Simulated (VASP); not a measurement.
# Na (Im-3m) in VASP: a series of runs

The runs below take Na through relaxation of cell and atoms, single point, with PBEsol+D4, rev-vdW-DF2, LDA.

All numbers are computed with VASP 6.6.1; they aren't measurements. Logs are shortened: lines on timing, memory, paths and dates and some standing lists are left out, and cuts for length are marked.

## Step 1: The structure

It takes space group Im-3m (No. 229, cubic). The conventional cell has a = 4.282 Å, b = 4.282 Å, c = 4.282 Å, α = 90.00°, β = 90.00°, γ = 90.00°. Na (site symmetry m-3m) has 8 Na at 3.71 Å as nearest neighbours.

## Step 2: Relaxation of cell and atoms, PBEsol+D4

run.py reads:

```python
from ase.calculators.vasp import Vasp
from ase.io import read

atoms = read('Na.cif')
calc = Vasp(
    directory='calc',
    xc='pbesol',
    pp='PBE',
    setups='recommended',
    prec='Accurate',
    encut=600,
    ediff=1e-07,
    ismear=1,
    sigma=0.1,
    lreal=False,
    lasph=True,
    nelm=80,
    algo='Normal',
    isif=3,
    lwave=False,
    lcharg=False,
    ivdw=13,
    ibrion=2,
    nsw=60,
    ediffg=-0.01,
    kpts=[9, 9, 9],
    gamma=True,
)
atoms.calc = calc

print('energy (eV):', atoms.get_potential_energy())
print('free energy (eV):', atoms.get_potential_energy(force_consistent=True))
print('forces (eV/A):')
print(atoms.get_forces())
print('stress (eV/A^3, Voigt):', atoms.get_stress())
print('Fermi level (eV):', calc.get_fermi_level())
print('cell (A, degrees):', atoms.cell.cellpar())
print('volume (A^3):', atoms.get_volume())
print('scaled positions:')
print(atoms.get_scaled_positions())
```

Na.cif reads:

```cif
data_Na
_cell_length_a 3.70832078
_cell_length_b 3.70832078
_cell_length_c 3.70832078
_cell_angle_alpha 109.47122063
_cell_angle_beta 109.47122063
_cell_angle_gamma 109.47122063
_space_group_name_H-M_alt 'P1'
_space_group_name_Hall 'P 1'
_space_group_IT_number 1
loop_
_space_group_symop_operation_xyz
'x,y,z'
loop_
_atom_site_label
_atom_site_type_symbol
_atom_site_symmetry_multiplicity
_atom_site_Wyckoff_symbol
_atom_site_fract_x
_atom_site_fract_y
_atom_site_fract_z
_atom_site_occupancy
Na1 Na 1 a 0.0000000000 0.0000000000 0.0000000000 1
```

Potentials or basis: VASP PAW PBE potentials, release 64 (Na_pv).

On the command line:

```console
python run.py
```

What it wrote:

```text
energy (eV): -1.41263514
free energy (eV): -1.41270864
forces (eV/A):
[[-0. -0.  0.]]
stress (eV/A^3, Voigt): [0.00026397 0.00026397 0.00026397 0.         0.         0.        ]
Fermi level (eV): 0.32985954
cell (A, degrees): [  3.60473161   3.60473161   3.60473161 109.47122063 109.47122063
 109.47122063]
volume (A^3): 36.05760808660869
scaled positions:
[[0. 0. 0.]]
```

OUTCAR:

```text
ENCUT = 600.000000
   EDIFF = 1.00e-07
   EDIFFG = -1.00e-02
   GGA = PS
   PREC = Accurate
   IBRION = 2
   ISIF = 3
   ISMEAR = 1
   NELM = 80
   NSW = 60
   IVDW = 13
   LASPH = .TRUE.
   LREAL = .FALSE.

 ion  position               nearest neighbor table
   1  0.000  0.000  0.000-

  LATTYP: Found a body centered cubic cell.
 ALAT       =     4.2820000011

  Lattice vectors:

 A1 = (   3.7083207800,   0.0000000000,   0.0000000000)
 A2 = (  -1.2361069264,   3.4962383606,   0.0000000000)
 A3 = (  -1.2361069264,  -1.7481191797,   3.0278312383)

Analysis of symmetry for initial positions (statically):
=====================================================================
 Subroutine PRICEL returns:
 Original cell was already a primitive cell.

 Routine SETGRP: Setting up the symmetry group for a
 body centered cubic supercell.

 Subroutine GETGRP returns: Found 48 space group operations
 (whereof 48 operations were pure point group operations)
 out of a pool of 48 trial point group operations.

The static configuration has the point symmetry O_h .

Analysis of symmetry for dynamics (positions and initial velocities):
=====================================================================
 Subroutine PRICEL returns:
 Original cell was already a primitive cell.

 Routine SETGRP: Setting up the symmetry group for a
 body centered cubic supercell.

 Subroutine GETGRP returns: Found 48 space group operations
 (whereof 48 operations were pure point group operations)
 out of a pool of 48 trial point group operations.

The dynamic configuration has the point symmetry O_h .

 Subroutine INISYM returns: Found 48 space group operations
 (whereof 48 operations are pure point group operations),
 and found     1 'primitive' translations

----------------------------------------------------------------------------------------

                                     Primitive cell

  volume of cell :      39.2564

  direct lattice vectors                    reciprocal lattice vectors
     3.708320780  0.000000000  0.000000000     0.269663834  0.095340563  0.165134699
    -1.236106926  3.496238361  0.000000000     0.000000000  0.286021689  0.165134699
    -1.236106926 -1.748119180  3.027831238     0.000000000  0.000000000  0.330269398

  length of vectors
     3.708320780  3.708320780  3.708320780     0.330269398  0.330269398  0.330269398

  position of ions in fractional coordinates (direct lattice)
     0.000000000  0.000000000  0.000000000

  ion indices of the primitive-cell ions
   primitive index   ion index
                 1           1

----------------------------------------------------------------------------------------

 KPOINTS: KPOINTS created by Atomic Simulation Env

Automatic generation of k-mesh.
 Grid dimensions read from file:
 generate k-points for:    9    9    9

 Generating k-lattice:

  Cartesian coordinates                     Fractional coordinates (reciprocal lattice)
     0.029962648  0.010593396  0.018348300     0.111111111 -0.000000000  0.000000000
     0.000000000  0.031780188  0.018348300     0.000000000  0.111111111  0.000000000
     0.000000000  0.000000000  0.036696600     0.000000000  0.000000000  0.111111111

  Length of vectors
     0.036696600  0.036696600  0.036696600

  Shift w.r.t. Gamma in fractional coordinates (k-lattice)
     0.000000000  0.000000000  0.000000000

 Subroutine IBZKPT returns following result:
 ===========================================

 Found     35 irreducible k-points:

 Following reciprocal coordinates:
            Coordinates               Weight
  0.000000  0.000000  0.000000      1.000000
  0.111111 -0.000000 -0.000000     12.000000
  0.222222  0.000000 -0.000000     12.000000
  0.333333  0.000000 -0.000000     12.000000
  0.444444  0.000000 -0.000000     12.000000
  0.111111  0.111111  0.000000     24.000000
[... 16 lines left out ...]
 -0.333333  0.444444  0.111111     48.000000
 -0.444444 -0.444444  0.111111     24.000000
 [... further k-points ...]
   k-points           NKPTS =     35   k-points in BZ     NKDIM =     35   number of bands    NBANDS=      7
   number of dos      NEDOS =    301   number of ions     NIONS =      1
   total plane-waves  NPLWV =  27000
   dimension x,y,z NGX =    30 NGY =   30 NGZ =   30
   dimension x,y,z NGXF=    60 NGYF=   60 NGZF=   60
   ions per type =               1
   NGX,Y,Z   is equivalent  to a cutoff of  13.45, 13.45, 13.45 a.u.
   NGXF,Y,Z  is equivalent  to a cutoff of  26.90, 26.90, 26.90 a.u.
 SYSTEM =  unknown system
   PREC   = accura    normal or accurate (medium, high low for compatibility)
   ISTART =      0    job   : 0-new  1-cont  2-samecut
   ICHARG =      2    charge: 1-file 2-atom 10-const
   ISPIN  =      1    spin polarized calculation?
   LNONCOLLINEAR =      F non collinear calculations
   LSORBIT =      F    spin-orbit coupling
   LASPH  =      T    aspherical Exc in radial PAW
   ENCUT  =  600.0 eV  44.10 Ry    6.64 a.u.   7.41  7.41  7.41*2*pi/ulx,y,z
   NELM   =     80;   NELMIN=  2; NELMDL= -5     # of ELM steps
   EDIFF  = 0.1E-06   stopping-criterion for ELM
   LREAL  =      F    real-space projection
   EDIFFG = -.1E-01   stopping-criterion for IOM
   NSW    =     60    number of steps for IOM
   IBRION =      2    ionic relax: 0-MD 1-quasi-New 2-CG
   NFREE  =      1    steps in history (QN), initial steepest desc. (CG)
   ISIF   =      3    stress and relaxation
   ISYM   =      2    0-nonsym 1-usesym 2-fastsym
   POTIM  = 0.5000    time-step for ionic-motion
   TEBEG  =    0.0;   TEEND  =   0.0 temperature during run
   PSTRESS=    0.0 pullay stress
   NELECT =       7.0000    total number of electrons
   NUPDOWN=      -1.0000    fix difference up-down
   EMIN   =  10.00;   EMAX   =-10.00  energy-range for DOS
   EFERMI =   0.00;   METHOD = LEGACY
   ISMEAR =     1;   SIGMA  =   0.10  broadening in eV -4-tet -1-fermi 0-gaus
   EFERMI_NEDOS =   21; number of points for ismear=-14 and -15
   IALGO  =     38    algorithm
   IMIX   =      4    mixing-type and parameters
     AMIX     =   0.40;   BMIX     =  1.00
     AMIX_MAG =   1.60;   BMIX_MAG =  1.00
  volume/ion in A,a.u.               =      39.26       264.91
  Fermi-wavevector in a.u.,A,eV,Ry     =   0.921448  1.741284 11.552251  0.849066
  Thomas-Fermi vector in A             =   2.046866
   LORBIT       =      0    0 simple, 1 ext, 2 COOP (PROOUT), +10 PAW based schemes
   GGA     = PS    functional components
   LHFCALC =     F    Hartree Fock is set to
   AEXX    =    0.0000 exact exchange contribution
   IVDW    =    13    specifies the selected vdW correction
   LEPSILON=     F    determine dielectric tensor
   LRPA    =     F    only Hartree local field effects (RPA)
 conjugate gradient relaxation of ions
 non-spin polarized calculation
 Methfessel and Paxton  Order N= 1 SIGMA  =   0.10
  energy-cutoff  :      600.00
  volume of cell :       39.26
 maximum number of plane-waves:      1329
 NGX is ok and might be reduce to    30
   NGX = 15   NGY = 15   NGZ = 15

--------------------------------------- Ionic step        1  -------------------------------------------

 number of electron       7.0000007 magnetization

 Free energy of the ion-electron system (eV)
  ---------------------------------------------------
  ext. energy  EPLUGINS =         0.00000000
  ---------------------------------------------------
  free energy    TOTEN  =        -1.39881998 eV

  energy without entropy =       -1.39861848  energy(sigma->0) =       -1.39875281

------------------------ aborting loop because EDIFF is reached ----------------------------------------

  DFT-D4 for vdW energy calculation

  Edisp (eV):   -0.00738
[... 69 lines left out ...]
--------------------------------------- Ionic step        3  -------------------------------------------

 number of electron       6.9999992 magnetization

 Free energy of the ion-electron system (eV)
  ---------------------------------------------------
  ext. energy  EPLUGINS =         0.00000000
  ---------------------------------------------------
  free energy    TOTEN  =        -1.40465405 eV

  energy without entropy =       -1.40443353  energy(sigma->0) =       -1.40458055

 E-fermi :   0.3299     XC(G=0):  -6.5747

 val. band max:        0.2711656460   @ k =  -0.3333   0.4444   0.1111
 cond. band min:       0.4712528794   @ k =   0.4444   0.0000  -0.0000
 fundamental gap:      0.2000872333
 Fermi energy:         0.3298595393

 k-point     1 :       0.0000    0.0000    0.0000
  band No.  band energies     occupation
      1     -24.3787      2.00000
      2     -24.3787      2.00000
      3     -24.3787      2.00000
      4      -2.9517      2.00000
      5      12.2983      0.00000
      6      12.2983      0.00000
      7      12.2983      0.00000
[... 221 lines left out ...]
 k-point    24 :      -0.4444   -0.4444    0.1111
  band No.  band energies     occupation
      1     -24.4146      2.00000
      2     -24.3980      2.00000
      3     -24.3851      2.00000
      4       1.6783     -0.00000
      5       2.2161     -0.00000
      6       5.7283      0.00000
      7       9.3777      0.00000

 [... further k-points ...]

------------------------ aborting loop because EDIFF is reached ----------------------------------------

  DFT-D4 for vdW energy calculation

  Edisp (eV):   -0.00805
[... 24 lines left out ...]
  FREE ENERGIE OF THE ION-ELECTRON SYSTEM (eV)
  ---------------------------------------------------
  free  energy   TOTEN  =        -1.4127086382 eV

  energy  without entropy=       -1.4124881159  energy(sigma->0) =       -1.41263513

 reached required accuracy - stopping structural energy minimisation
```

INCAR:

```text
ENCUT = 600.000000
SIGMA = 0.100000
EDIFF = 1.00e-07
EDIFFG = -1.00e-02
ALGO = Normal
GGA = PS
PREC = Accurate
IBRION = 2
ISIF = 3
ISMEAR = 1
NELM = 80
NSW = 60
IVDW = 13
LASPH = .TRUE.
LCHARG = .FALSE.
LWAVE = .FALSE.
LREAL = .FALSE.
```

Wall time 40 s (1 thread of AMD EPYC 7R43 (Zen 3), shared host); peak memory 0.12 GiB.

Results:

```yaml
Free_energy: -1.4127 eV
Relaxed_volume: 36.06 Å³/atom
Relaxed_cell: a = 3.605 Å, b = 3.605 Å, c = 3.605 Å, α = 109.47°, β = 109.47°, γ = 109.47°
Space_group_after_relaxing_to_0.05_Å: Im-3m (No. 229)
Energy_gained_by_relaxing: 6.5 meV/atom
Ionic_steps: 3
Pressure_after_relaxing: 0.0 GPa
Band_gap_on_the_k_mesh: none (metal or under the smearing width)
Dispersion_energy_per_atom: -0.008 eV
```

Step by step:
| step | energy change (eV) | largest force (eV/Å) | pressure (GPa) | volume (Å³) |
| --- | --- | --- | --- | --- |
| 1 | 0.0000 | 0.0000 | -0.59 | 39.26 |
| 2 | -0.0027 | 0.0000 | -0.47 | 38.44 |
| 3 | -0.0065 | 0.0000 | -0.04 | 36.06 |

Final structure:
```cif
data_structure
_symmetry_space_group_name_H-M 'P 1'
_symmetry_Int_Tables_number 1
_cell_length_a 3.6047
_cell_length_b 3.6047
_cell_length_c 3.6047
_cell_angle_alpha 109.471
_cell_angle_beta 109.471
_cell_angle_gamma 109.471
_cell_volume 36.06
loop_
_atom_site_label
_atom_site_type_symbol
_atom_site_fract_x
_atom_site_fract_y
_atom_site_fract_z
_atom_site_occupancy
Na1 Na 0.00000 0.00000 0.00000 1
```

Levels at points of the mesh, in eV from the Fermi level:
| k point | band 1 | band 2 | band 3 | band 4 | band 5 | band 6 | band 7 |
| --- | --- | --- | --- | --- | --- | --- | --- |
| (0.00, 0.00, 0.00) | -24.71 | -24.71 | -24.71 | -3.28 | 11.97 | 11.97 | 11.97 |

Caveat: the PAW data sets were made with another functional, which shifts forces and pressure a little; pairwise dispersion overbinds metals, which lowers pressure and volume.

(Continued in part 2 of 2.)
